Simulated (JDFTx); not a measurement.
# TePb (Fm-3m) in JDFTx: convergence with energy threshold

Aim: find how far energy threshold must go before the results for TePb settle, at PBEsol. This setting moves, with any that are tied to it; all else stays.

Program: JDFTx 1.7.0 (patched build). These are calculated values, not measurements. Logs are shortened: lines on timing, memory, paths and dates and some standing lists are left out, and cuts for length are marked. The log counts tension as positive stress, the text compression.

## 1. The crystal as given

It takes space group Fm-3m (No. 225, cubic). Conventional cell: a = 6.462 Å, b = 6.462 Å, c = 6.462 Å, α = 90.00°, β = 90.00°, γ = 90.00°. Pb (site symmetry m-3m) is surrounded by 6 Te at 3.23 Å. Te (site symmetry m-3m) has 6 Pb at 3.23 Å as nearest neighbours.

## 2. With energy threshold 0.001 Ha

The input, TePb.in:

```
lattice \
    0.0000000000     6.1057051087     6.1057051087 \
    6.1057051087     0.0000000000     6.1057051087 \
    6.1057051087     6.1057051087     0.0000000000
coords-type Cartesian
ion Pb     0.0000000000     0.0000000000     0.0000000000 1
ion Te     6.1057051087     6.1057051087     6.1057051087 1

ion-species pseudo/Pb.upf
ion-species pseudo/Te.upf
elec-cutoff 40 320
elec-ex-corr gga-PBEsol
kpoint-folding 7 7 7
elec-smearing Fermi 0.0018374661
elec-n-bands 22
electronic-SCF nIterations 100 energyDiffThreshold 0.001
electronic-minimize nIterations 30 energyDiffThreshold 1e-7
forces-output-coords Cartesian

dump-name run.$VAR
dump End Ecomponents EigStats BandEigs Kpoints Forces Stress
```

Potentials or basis: PseudoDojo-SR-PBEsol-0.4.1-standard with smoothed tails.

On the command line:

```console
jdftx -c 1 -i TePb.in -o TePb.out
```

Output:

```text
*************** JDFTx 1.7.0 (patched build) ***************

Input parsed successfully to the following command list (including defaults):
[... the input with its defaults ...]

---------- Setting up symmetries ----------

Found 48 point-group symmetries of the bravais lattice
Found 48 space-group symmetries with basis
Applied RMS atom displacement 1.10072e-16 bohrs to make symmetries exact.

---------- Initializing the Grid ----------
R =
[            0      6.10571      6.10571  ]
[      6.10571            0      6.10571  ]
[      6.10571      6.10571            0  ]
unit cell volume = 455.237
G =
[  -0.514534   0.514534   0.514534  ]
[   0.514534  -0.514534   0.514534  ]
[   0.514534   0.514534  -0.514534  ]
Minimum fftbox size, Smin = [  72  72  72  ]
Chosen fftbox size, S = [  72  72  72  ]

---------- Initializing tighter grid for wavefunction operations ----------
R =
[            0      6.10571      6.10571  ]
[      6.10571            0      6.10571  ]
[      6.10571      6.10571            0  ]
unit cell volume = 455.237
G =
[  -0.514534   0.514534   0.514534  ]
[   0.514534  -0.514534   0.514534  ]
[   0.514534   0.514534  -0.514534  ]
Minimum fftbox size, Smin = [  52  52  52  ]
Chosen fftbox size, S = [  54  54  54  ]

---------- Exchange Correlation functional ----------
Initalized PBEsol GGA exchange.
Initalized PBEsol GGA correlation.

---------- Setting up pseudopotentials ----------
Width of ionic core gaussian charges (only for fluid interactions / plotting) set to 0

Reading pseudopotential file 'pseudo/Pb.upf':
  'Pb' pseudopotential, 'PBESOL' functional
  Generated using ONCVPSP code by D. R. Hamann
[... 29 lines left out ...]
Optimum gaussian width for ewald sums = 2.773106 bohr.
Real space sum over 1331 unit cells with max indices [  5  5  5  ]
Reciprocal space sum over 2197 terms with max indices [  6  6  6  ]

---------- Allocating electronic variables ----------
Initializing wave functions:  linear combination of atomic orbitals
Note: number of bands (22) exceeds available atomic orbitals (18)
Pb pseudo-atom occupations:   s ( 2 )  p ( 2 )  d ( 10 )
Te pseudo-atom occupations:   s ( 2 )  p ( 4 )  d ( 10 )
	FillingsUpdate:  mu: +0.359218056  nElectrons: 30.000000
LCAOMinimize: Iter:   0  F: -153.7045260106115165  |grad|_K:  1.737e-03  alpha:  1.000e+00
	FillingsUpdate:  mu: +0.354783780  nElectrons: 30.000000
LCAOMinimize: Iter:   1  F: -153.7117144458579503  |grad|_K:  1.717e-04  alpha:  4.257e-01  linmin: -2.191e-01  cgtest:  9.329e-01
LCAOMinimize: Encountered beta<0, resetting CG.
[... 4 lines of inner loops ...]
LCAOMinimize: Encountered beta<0, resetting CG.
	FillingsUpdate:  mu: +0.354359276  nElectrons: 30.000000
LCAOMinimize: Iter:   4  F: -153.7117796765161302  |grad|_K:  5.667e-08  alpha:  4.511e-01  linmin:  1.125e-03  cgtest: -3.089e-03
LCAOMinimize: Converged (|Delta F|<1.000000e-06 for 2 iters).

-------- Electronic minimization -----------
Will mix electronic density at each iteration.
	FillingsUpdate:  mu: +0.354359276  nElectrons: 30.000000
	FillingsUpdate:  mu: +0.340915818  nElectrons: 30.000000
SCF: Cycle:  0   F: -153.738596184177368   dF: -2.682e-02   |Residual|: 2.363e-02   |deigs|: 1.048e-01
	FillingsUpdate:  mu: +0.339877748  nElectrons: 30.000000
SCF: Cycle:  1   F: -153.739545529047462   dF: -9.493e-04   |Residual|: 1.100e-02   |deigs|: 7.405e-03
	FillingsUpdate:  mu: +0.339436896  nElectrons: 30.000000
SCF: Cycle:  2   F: -153.739633543856797   dF: -8.801e-05   |Residual|: 3.190e-03   |deigs|: 3.041e-03
SCF: Converged (|Delta E|<1.000000e-03 for 2 iters).

WARNING: filled levels still moved by 3.6e-03 Eh in the last cycle and may be farther than that from their end: converge the SCF further.
Setting wave functions to eigenvectors of Hamiltonian

# Stress tensor in Cartesian coordinates [Eh/a0^3]:
[  4.66449e-05            0            0  ]
[            0  4.66449e-05            0  ]
[            0            0  4.66449e-05  ]

# Ionic positions in cartesian coordinates:
ion Pb   0.000000000000000  -0.000000000000000  -0.000000000000000 1
ion Te   6.105705108700000   6.105705108699999   6.105705108699999 1

# Forces in Cartesian coordinates:
force Pb   0.000000000000000  -0.000000000000000   0.000000000000000 1
force Te   0.000000000000000  -0.000000000000000   0.000000000000000 1

# Energy components:
   Eewald =     -104.8428455160139947
       EH =       40.8783067928591777
     Eloc =     -114.2520023383113852
      Enl =      -43.9410886738419819
      Exc =      -44.1892169043425369
 Exc_core =       21.2361433183441477
       KE =       91.3710699209033095
-------------------------------------
     Etot =     -153.7396334004032497
       TS =        0.0000001434535574
-------------------------------------
        F =     -153.7396335438567974

IonicMinimize: Iter:   0  F: -153.739633543856797  |grad|_K:  4.175e-39
IonicMinimize: Converged (|grad|_K<1.000000e-04).

#--- Lowdin population analysis ---
# oxidation-state Pb +0.173
# oxidation-state Te -0.131

Dumping 'run.eigStats' ...
	eMin: -1.003104 at state 14 ( [ +0.000000 +0.428571 +0.428571 ] spin 0 )
	HOMO: +0.321437 at state 3 ( [ +0.000000 +0.000000 +0.428571 ] spin 0 )
	mu  : +0.339437
	LUMO: +0.356863 at state 3 ( [ +0.000000 +0.000000 +0.428571 ] spin 0 )
	eMax: +0.755347 at state 14 ( [ +0.000000 +0.428571 +0.428571 ] spin 0 )
	HOMO-LUMO gap: +0.035426
	Optical gap  : +0.035426 at state 3 ( [ +0.000000 +0.000000 +0.428571 ] spin 0 )
Done!
[note: mu as printed may lie anywhere between the filled and the empty levels]
```

It took 49 s on 1 thread of Arm Neoverse V2, shared host; peak memory 0.17 GiB.

Results:

* Free energy: -4183.4685 eV
* Pressure: -1.4 GPa
* Loewdin charges: Pb +0.17; Te -0.13 e

## 3. With energy threshold 0.0001 Ha

TePb.in, as its differences from that of step 2:

```diff
@@ -15,3 +15,3 @@
 elec-n-bands 22
-electronic-SCF nIterations 100 energyDiffThreshold 0.001
+electronic-SCF nIterations 100 energyDiffThreshold 0.0001
 electronic-minimize nIterations 30 energyDiffThreshold 1e-7
```

Potentials or basis: PseudoDojo-SR-PBEsol-0.4.1-standard with smoothed tails.

On the command line:

```console
jdftx -c 1 -i TePb.in -o TePb.out
```

It took 54 s on 1 thread of Arm Neoverse V2, shared host; peak memory 0.17 GiB.

Results:

- Free energy: -4183.4687 eV
- Pressure: -0.5 GPa
- Loewdin charges: Pb +0.17; Te -0.13 e

## 4. With energy threshold 1e-05 Ha

TePb.in, as its differences from that of step 3:

```diff
@@ -15,3 +15,3 @@
 elec-n-bands 22
-electronic-SCF nIterations 100 energyDiffThreshold 0.0001
+electronic-SCF nIterations 100 energyDiffThreshold 1e-05
 electronic-minimize nIterations 30 energyDiffThreshold 1e-7
```

On the command line:

```console
jdftx -c 1 -i TePb.in -o TePb.out
```

Run time: 59 s. Hardware: 1 thread of Arm Neoverse V2, shared host; peak memory 0.17 GiB.

What came out:

```
Free energy     : -4183.4687 eV
Pressure        : -0.6 GPa
Loewdin charges : Pb +0.17; Te -0.13 e
```

## 5. With energy threshold 1e-06 Ha

TePb.in, as its differences from that of step 4:

```diff
@@ -15,3 +15,3 @@
 elec-n-bands 22
-electronic-SCF nIterations 100 energyDiffThreshold 1e-05
+electronic-SCF nIterations 100 energyDiffThreshold 1e-06
 electronic-minimize nIterations 30 energyDiffThreshold 1e-7
```

On the command line:

```console
jdftx -c 1 -i TePb.in -o TePb.out
```

It took 64 s on 1 thread of Arm Neoverse V2, shared host; peak memory 0.17 GiB.

Results:

| Quantity | Value |
| --- | --- |
| Free energy | -4183.4687 eV |
| Pressure | -0.4 GPa |
| Loewdin charges | Pb +0.17; Te -0.13 e |

## 6. With energy threshold 1e-07 Ha

TePb.in, as its differences from that of step 5:

```diff
@@ -15,3 +15,3 @@
 elec-n-bands 22
-electronic-SCF nIterations 100 energyDiffThreshold 1e-06
+electronic-SCF nIterations 100 energyDiffThreshold 1e-07
 electronic-minimize nIterations 30 energyDiffThreshold 1e-7
```

Potentials or basis: PseudoDojo-SR-PBEsol-0.4.1-standard with smoothed tails.

On the command line:

```console
jdftx -c 1 -i TePb.in -o TePb.out
```

Run time: 76 s. Hardware: 1 thread of Arm Neoverse V2, shared host; peak memory 0.18 GiB.

Results (log left out):

```yaml
Free_energy: -4183.4687 eV
Pressure: -0.4 GPa
Loewdin_charges: Pb +0.17; Te -0.13 e
```

## 7. With energy threshold 1e-08 Ha

TePb.in, as its differences from that of step 6:

```diff
@@ -15,3 +15,3 @@
 elec-n-bands 22
-electronic-SCF nIterations 100 energyDiffThreshold 1e-07
+electronic-SCF nIterations 100 energyDiffThreshold 1e-08
 electronic-minimize nIterations 30 energyDiffThreshold 1e-7
```

On the command line:

```console
jdftx -c 1 -i TePb.in -o TePb.out
```

It took 82 s on 1 thread of Arm Neoverse V2, shared host; peak memory 0.19 GiB.

It converged, with:

- Free energy: -4183.4687 eV
- Pressure: -0.4 GPa
- Loewdin charges: Pb +0.17; Te -0.13 e

## 8. With energy threshold 1e-10 Ha

TePb.in, as its differences from that of step 7:

```diff
@@ -15,3 +15,3 @@
 elec-n-bands 22
-electronic-SCF nIterations 100 energyDiffThreshold 1e-08
+electronic-SCF nIterations 100 energyDiffThreshold 1e-10
 electronic-minimize nIterations 30 energyDiffThreshold 1e-7
```

On the command line:

```console
jdftx -c 1 -i TePb.in -o TePb.out
```

It took 98 s on 1 thread of Arm Neoverse V2, shared host; peak memory 0.2 GiB.

Results (log left out):

```
Free energy     : -4183.4687 eV
Pressure        : -0.4 GPa
Loewdin charges : Pb +0.17; Te -0.13 e
```

## 9. Result

```csv
energy threshold,"energy less the tightest run, at zero smearing (meV/atom)",pressure (GPa),SCF cycles,CPU time (s),peak memory (GiB)
0.001 Ha,0.07,-1.37,3,49,0.17
0.0001 Ha,0.01,-0.55,4,54,0.17
1e-05 Ha,0.00,-0.58,5,59,0.17
1e-06 Ha,0.00,-0.37,6,64,0.17
1e-07 Ha,0.00,-0.39,8,76,0.18
1e-08 Ha,0.00,-0.39,9,82,0.19
1e-10 Ha,0.00,-0.39,12,98,0.2
```

Against the tightest run, the energy stays within 1 meV/atom from 0.001 Ha on; the pressure stays within 0.1 GPa from 1e-06 Ha on. The tightest run that finished is the yardstick and may itself not be fully converged.
